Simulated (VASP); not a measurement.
# Tb (Im-3m) in VASP: single point with PBEsol+U

Aim: the single point of Tb with PBEsol+U.

All numbers are computed with VASP 6.6.1; they aren't measurements. Logs are shortened: lines on timing, memory, paths and dates and some standing lists are left out, and cuts for length are marked.

**1. The crystal as given**

Symmetry: Im-3m, No. 229, cubic system. The conventional cell has a = 4.020 Å, b = 4.020 Å, c = 4.020 Å, α = 90.00°, β = 90.00°, γ = 90.00°. Around Tb (site symmetry m-3m) lie 8 Tb at 3.48 Å.

This isn't the form of Tb at room conditions, which is hcp.

**2. Single point, PBEsol+U, collinear spin, typed start**

File INCAR:

```
ALGO = Normal
EDIFF = 1E-6
ENCUT = 520
GGA = PS
ISIF = 2
ISMEAR = 0
ISPIN = 2
LASPH = T
LCHARG = F
LDAU = T
LDAUJ = 0
LDAUL = 3
LDAUPRINT = 1
LDAUTYPE = 2
LDAUU = 4
LMAXMIX = 6
LORBIT = 11
LREAL = F
LWAVE = F
MAGMOM = 6
NBANDS = 20
NELM = 150
PREC = Accurate
SIGMA = 0.1
```

File KPOINTS:

```
k-points
0
Gamma
  9 9 9
```

File POSCAR:

```
Tb
1.0
   -2.0100000000      2.0100000000      2.0100000000
    2.0100000000     -2.0100000000      2.0100000000
    2.0100000000      2.0100000000     -2.0100000000
Tb
1
Direct
    0.0000000000      0.0000000000      0.0000000000
```

Potentials or basis: VASP PAW PBE potentials, release 64 (Tb).

Run with:

```bash
$ cat potpaw_PBE.64/Tb/POTCAR > POTCAR
$ mpirun -np 1 vasp_std > vasp.out
```

OUTCAR:

```text
EDIFF = 1E-6
   ENCUT = 520
   GGA = PS
   ISIF = 2
   ISMEAR = 0
   ISPIN = 2
   LASPH = T
   LORBIT = 11
   LREAL = F
   NELM = 150
   PREC = Accurate

 ion  position               nearest neighbor table
   1  0.000  0.000  0.000-

  LATTYP: Found a body centered cubic cell.
 ALAT       =     4.0200000000

  Lattice vectors:

 A1 = (  -2.0100000000,   2.0100000000,   2.0100000000)
 A2 = (   2.0100000000,  -2.0100000000,   2.0100000000)
 A3 = (   2.0100000000,   2.0100000000,  -2.0100000000)

Analysis of symmetry for initial positions (statically):
=====================================================================
 Subroutine PRICEL returns:
 Original cell was already a primitive cell.

 Routine SETGRP: Setting up the symmetry group for a
 body centered cubic supercell.

 Subroutine GETGRP returns: Found 48 space group operations
 (whereof 48 operations were pure point group operations)
 out of a pool of 48 trial point group operations.

The static configuration has the point symmetry O_h .

Analysis of symmetry for dynamics (positions and initial velocities):
=====================================================================
 Subroutine PRICEL returns:
 Original cell was already a primitive cell.

 Routine SETGRP: Setting up the symmetry group for a
 body centered cubic supercell.

 Subroutine GETGRP returns: Found 48 space group operations
 (whereof 48 operations were pure point group operations)
 out of a pool of 48 trial point group operations.

The dynamic configuration has the point symmetry O_h .

Analysis of structural, dynamic, and magnetic symmetry:
=====================================================================
 Subroutine PRICEL returns:
 Original cell was already a primitive cell.

 Routine SETGRP: Setting up the symmetry group for a
 body centered cubic supercell.

 Subroutine GETGRP returns: Found 48 space group operations
 (whereof 48 operations were pure point group operations)
 out of a pool of 48 trial point group operations.

The overall configuration has the point symmetry O_h .

 Subroutine INISYM returns: Found 48 space group operations
 (whereof 48 operations are pure point group operations),
 and found     1 'primitive' translations

----------------------------------------------------------------------------------------

                                     Primitive cell

  volume of cell :      32.4824

  direct lattice vectors                    reciprocal lattice vectors
    -2.010000000  2.010000000  2.010000000     0.000000000  0.248756219  0.248756219
     2.010000000 -2.010000000  2.010000000     0.248756219  0.000000000  0.248756219
     2.010000000  2.010000000 -2.010000000     0.248756219  0.248756219  0.000000000

  length of vectors
     3.481422123  3.481422123  3.481422123     0.351794419  0.351794419  0.351794419

  position of ions in fractional coordinates (direct lattice)
     0.000000000  0.000000000  0.000000000

  ion indices of the primitive-cell ions
   primitive index   ion index
                 1           1

----------------------------------------------------------------------------------------

 KPOINTS: k-points

Automatic generation of k-mesh.
 Grid dimensions read from file:
 generate k-points for:    9    9    9

 Generating k-lattice:

  Cartesian coordinates                     Fractional coordinates (reciprocal lattice)
     0.000000000  0.027639580  0.027639580     0.111111111  0.000000000  0.000000000
     0.027639580  0.000000000  0.027639580     0.000000000  0.111111111  0.000000000
     0.027639580  0.027639580  0.000000000     0.000000000  0.000000000  0.111111111

  Length of vectors
     0.039088269  0.039088269  0.039088269

[... 48 lines left out ...]
   LNONCOLLINEAR =      F non collinear calculations
   LSORBIT =      F    spin-orbit coupling
   LASPH  =      T    aspherical Exc in radial PAW
   ENCUT  =  520.0 eV  38.22 Ry    6.18 a.u.   6.47  6.47  6.47*2*pi/ulx,y,z
   NELM   =    150;   NELMIN=  2; NELMDL= -5     # of ELM steps
   EDIFF  = 0.1E-05   stopping-criterion for ELM
   LREAL  =      F    real-space projection
   EDIFFG = 0.1E-04   stopping-criterion for IOM
   NSW    =      0    number of steps for IOM
   IBRION =     -1    ionic relax: 0-MD 1-quasi-New 2-CG
   NFREE  =      0    steps in history (QN), initial steepest desc. (CG)
   ISIF   =      2    stress and relaxation
   ISYM   =      2    0-nonsym 1-usesym 2-fastsym
   POTIM  = 0.5000    time-step for ionic-motion
   TEBEG  =    0.0;   TEEND  =   0.0 temperature during run
   PSTRESS=    0.0 pullay stress
   NELECT =      19.0000    total number of electrons
   NUPDOWN=      -1.0000    fix difference up-down
   EMIN   =  10.00;   EMAX   =-10.00  energy-range for DOS
   EFERMI =   0.00;   METHOD = LEGACY
   ISMEAR =     0;   SIGMA  =   0.10  broadening in eV -4-tet -1-fermi 0-gaus
   EFERMI_NEDOS =   21; number of points for ismear=-14 and -15
   IALGO  =     38    algorithm
   IMIX   =      4    mixing-type and parameters
     AMIX     =   0.40;   BMIX     =  1.00
     AMIX_MAG =   1.60;   BMIX_MAG =  1.00
  volume/ion in A,a.u.               =      32.48       219.20
  Fermi-wavevector in a.u.,A,eV,Ry     =   1.369126  2.587272 25.504190  1.874505
  Thomas-Fermi vector in A             =   2.495029
   LORBIT       =     11    0 simple, 1 ext, 2 COOP (PROOUT), +10 PAW based schemes
 LDA+U is selected, type is set to LDAUTYPE =  2
   angular momentum for each species LDAUL =     3
   U (eV)           for each species LDAUU =   4.0
   J (eV)           for each species LDAUJ =   0.0
   GGA     = PS    functional components
   LHFCALC =     F    Hartree Fock is set to
   AEXX    =    0.0000 exact exchange contribution
   IVDW    =     0    specifies the selected vdW correction
   LEPSILON=     F    determine dielectric tensor
   LRPA    =     F    only Hartree local field effects (RPA)
 spin polarized calculation
 Gauss-broadening in eV      SIGMA  =   0.10
  energy-cutoff  :      520.00
  volume of cell :       32.48
 maximum number of plane-waves:       903
 NGX is ok and might be reduce to    28
   NGX = 13   NGY = 13   NGZ = 13

 number of electron      18.9999997 magnetization      14.6892928

atom =   1  type =  1  l = 3

 onsite density matrix

spin component  1

  0.9902 -0.0000 -0.0004  0.0000 -0.0000 -0.0000  0.0000
 -0.0000  0.9898  0.0000  0.0000  0.0000 -0.0000  0.0000
 -0.0004  0.0000  0.9904 -0.0000 -0.0000  0.0000  0.0000
  0.0000  0.0000 -0.0000  0.9899 -0.0000  0.0000  0.0000
 -0.0000  0.0000 -0.0000 -0.0000  0.9904 -0.0000  0.0004
 -0.0000 -0.0000  0.0000  0.0000 -0.0000  0.9907 -0.0000
  0.0000  0.0000  0.0000  0.0000  0.0004 -0.0000  0.9902

spin component  2

  0.2179  0.0000  0.1665 -0.0000 -0.0000  0.0000 -0.0000
  0.0000  0.0012 -0.0000 -0.0000  0.0000 -0.0000  0.0000
  0.1665 -0.0000  0.1319 -0.0000  0.0000 -0.0000 -0.0000
 -0.0000 -0.0000 -0.0000  0.3468  0.0000 -0.0000 -0.0000
 -0.0000  0.0000  0.0000  0.0000  0.1319 -0.0000 -0.1665
  0.0000 -0.0000 -0.0000 -0.0000 -0.0000  0.0030  0.0000
 -0.0000  0.0000 -0.0000 -0.0000 -0.1665  0.0000  0.2179

 occupancies and eigenvectors

  o =  0.0012  v =  0.0000  0.0000  0.0000  0.0000  0.0000  0.0000  0.0000  0.0000 -1.0000 -0.0000 -0.0000 -0.0000 -0.0000  0.0000      0.0000  0.0000  0.0000  0.0000  0.0000  0.0000  0.0000  0.0000  0.0000  0.0000  0.0000  0.0000  0.0000  0.0000
  o =  0.0030  v =  0.0000  0.0000  0.0000  0.0000  0.0000  0.0000  0.0000 -0.0012 -0.0000  0.0016 -0.0000 -0.7906  0.0000 -0.6124      0.0000  0.0000  0.0000  0.0000  0.0000  0.0000  0.0000  0.0000  0.0000  0.0000  0.0000  0.0000  0.0000  0.0000
  o =  0.0030  v =  0.0000  0.0000  0.0000  0.0000  0.0000  0.0000  0.0000  0.6124  0.0000 -0.7906 -0.0000 -0.0016 -0.0000 -0.0012      0.0000  0.0000  0.0000  0.0000  0.0000  0.0000  0.0000  0.0000  0.0000  0.0000  0.0000  0.0000  0.0000  0.0000
  o =  0.0030  v =  0.0000  0.0000  0.0000  0.0000  0.0000  0.0000  0.0000  0.0000 -0.0000 -0.0000  0.0000  0.0000  1.0000  0.0000      0.0000  0.0000  0.0000  0.0000  0.0000  0.0000  0.0000  0.0000  0.0000  0.0000  0.0000  0.0000  0.0000  0.0000
  o =  0.3468  v =  0.0000  0.0000  0.0000  0.0000  0.0000  0.0000  0.0000 -0.0000  0.0000 -0.0000 -1.0000 -0.0002  0.0000  0.0003      0.0000  0.0000  0.0000  0.0000  0.0000  0.0000  0.0000  0.0000  0.0000  0.0000  0.0000  0.0000  0.0000  0.0000
  o =  0.3468  v =  0.0000  0.0000  0.0000  0.0000  0.0000  0.0000  0.0000  0.0000 -0.0000 -0.0000  0.0004 -0.6124  0.0000  0.7906      0.0000  0.0000  0.0000  0.0000  0.0000  0.0000  0.0000  0.0000  0.0000  0.0000  0.0000  0.0000  0.0000  0.0000
  o =  0.3468  v =  0.0000  0.0000  0.0000  0.0000  0.0000  0.0000  0.0000  0.7906 -0.0000  0.6124 -0.0000  0.0000  0.0000 -0.0000      0.0000  0.0000  0.0000  0.0000  0.0000  0.0000  0.0000  0.0000  0.0000  0.0000  0.0000  0.0000  0.0000  0.0000
  o =  0.9898  v =  0.0000  1.0000  0.0000  0.0000 -0.0000 -0.0000  0.0000  0.0000  0.0000  0.0000  0.0000  0.0000  0.0000  0.0000      0.0000  0.0000  0.0000  0.0000  0.0000  0.0000  0.0000  0.0000  0.0000  0.0000  0.0000  0.0000  0.0000  0.0000
  o =  0.9899  v = -0.0000  0.0000 -0.0000 -1.0000  0.0000  0.0000 -0.0000  0.0000  0.0000  0.0000  0.0000  0.0000  0.0000  0.0000      0.0000  0.0000  0.0000  0.0000  0.0000  0.0000  0.0000  0.0000  0.0000  0.0000  0.0000  0.0000  0.0000  0.0000
  o =  0.9899  v =  0.7906 -0.0000  0.6124 -0.0000 -0.0000 -0.0000  0.0000  0.0000  0.0000  0.0000  0.0000  0.0000  0.0000  0.0000      0.0000  0.0000  0.0000  0.0000  0.0000  0.0000  0.0000  0.0000  0.0000  0.0000  0.0000  0.0000  0.0000  0.0000
  o =  0.9899  v = -0.0000 -0.0000 -0.0000 -0.0000 -0.6124 -0.0000  0.7906  0.0000  0.0000  0.0000  0.0000  0.0000  0.0000  0.0000      0.0000  0.0000  0.0000  0.0000  0.0000  0.0000  0.0000  0.0000  0.0000  0.0000  0.0000  0.0000  0.0000  0.0000
  o =  0.9907  v = -0.0000 -0.0000  0.0000 -0.0000 -0.0000 -1.0000 -0.0000  0.0000  0.0000  0.0000  0.0000  0.0000  0.0000  0.0000      0.0000  0.0000  0.0000  0.0000  0.0000  0.0000  0.0000  0.0000  0.0000  0.0000  0.0000  0.0000  0.0000  0.0000
  o =  0.9907  v =  0.6124  0.0000 -0.7906  0.0000 -0.0000 -0.0000 -0.0000  0.0000  0.0000  0.0000  0.0000  0.0000  0.0000  0.0000      0.0000  0.0000  0.0000  0.0000  0.0000  0.0000  0.0000  0.0000  0.0000  0.0000  0.0000  0.0000  0.0000  0.0000
  o =  0.9907  v =  0.0000  0.0000 -0.0000 -0.0000  0.7906 -0.0000  0.6124  0.0000  0.0000  0.0000  0.0000  0.0000  0.0000  0.0000      0.0000  0.0000  0.0000  0.0000  0.0000  0.0000  0.0000  0.0000  0.0000  0.0000  0.0000  0.0000  0.0000  0.0000

 number of electron      18.9999997 magnetization       6.6155864

 Free energy of the ion-electron system (eV)
  ---------------------------------------------------
  ext. energy  EPLUGINS =         0.00000000
  ---------------------------------------------------
  free energy    TOTEN  =        -7.96916394 eV

  energy without entropy =       -7.90174906  energy(sigma->0) =       -7.93545650

 E-fermi :   2.8047     XC(G=0): -10.1918

 val. band max:        2.7967551120   @ k =   0.3333   0.3333   0.0000
 cond. band min:       2.8058192326   @ k =   0.3333   0.1111   0.1111
 fundamental gap:      0.0090641206
 Fermi energy:         2.8046673862

 spin component 1

 k-point     1 :       0.0000    0.0000    0.0000
  band No.  band energies     occupation
      1     -43.9645      1.00000
      2     -20.1370      1.00000
      3     -20.1370      1.00000
      4     -20.1370      1.00000
      5      -4.4028      1.00000
      6      -4.4028      1.00000
[... 1097 lines left out ...]
     19      14.1025      0.00000
     20      15.2553      0.00000

 [... further k-points ...]

------------------------ aborting loop because EDIFF is reached ----------------------------------------

  FORCE on cell =-STRESS in cart. coord.  units (eV):
  Direction    XX          YY          ZZ          XY          YZ          ZX
  --------------------------------------------------------------------------------------
  -------------------------------------------------------------------------------------
  Total       -0.4527474     -0.4527474     -0.4527474      0.0000000      0.0000000     -0.0000000
  in kB      -22.3315230    -22.3315230    -22.3315230      0.0000000      0.0000000     -0.0000000
  external PRESSURE =     -22.3315230 kB  Pullay stress =       0.0000000 kB

 VOLUME and BASIS-vectors are now :
 -----------------------------------------------------------------------------
  energy-cutoff  :      520.00
  volume of cell :       32.48
      direct lattice vectors                 reciprocal lattice vectors
    -2.010000000  2.010000000  2.010000000     0.000000000  0.248756219  0.248756219
     2.010000000 -2.010000000  2.010000000     0.248756219  0.000000000  0.248756219
     2.010000000  2.010000000 -2.010000000     0.248756219  0.248756219  0.000000000

 POSITION                                       TOTAL-FORCE (eV/Angst)
 -----------------------------------------------------------------------------------
      0.00000      0.00000      0.00000         0.000000      0.000000     -0.000000
 -----------------------------------------------------------------------------------
    total drift:                               -0.000000     -0.000000      0.000000

  FREE ENERGIE OF THE ION-ELECTRON SYSTEM (eV)
  ---------------------------------------------------
  free  energy   TOTEN  =        -7.9691639411 eV

  energy  without entropy=       -7.9017490571  energy(sigma->0) =       -7.93545650

 total charge

# of ion       s       p       d       f       tot
--------------------------------------------------
    1        2.084   5.582   0.585   7.977  16.228

 magnetization (x)

# of ion       s       p       d       f       tot
--------------------------------------------------
    1        0.002  -0.029   0.231   5.877   6.081
```

Run time: 9.2 min. Hardware: 1 thread of Intel Xeon Platinum 8259CL at 2.50GHz (Skylake/Cascade Lake), shared host; peak memory 0.21 GiB.

What came out:

```yaml
Free_energy: -7.9692 eV
Pressure: -2.2 GPa
Band_gap_on_the_k_mesh: none (metal or under the smearing width)
Net_moment: 6.62 μB per cell
Site_moments: Tb +6.08 μB
Valence_electrons_inside_the_program's_atomic_spheres: Tb 16.23
```

Eigenvalues of the final occupation matrices:
| site | spin | trace | eigenvalues |
| --- | --- | --- | --- |
| site 1 f | 1 | 6.93 | 0.99 0.99 0.99 0.99 0.99 0.99 0.99 |
| site 1 f | 2 | 1.05 | 0.00 0.00 0.00 0.00 0.35 0.35 0.35 |

Caveat: the magnetic or orbital state may not be the lowest; the PAW data sets were made with another functional, which shifts forces and pressure a little; spin-orbit coupling is left out, which moves the levels of the heavy elements.
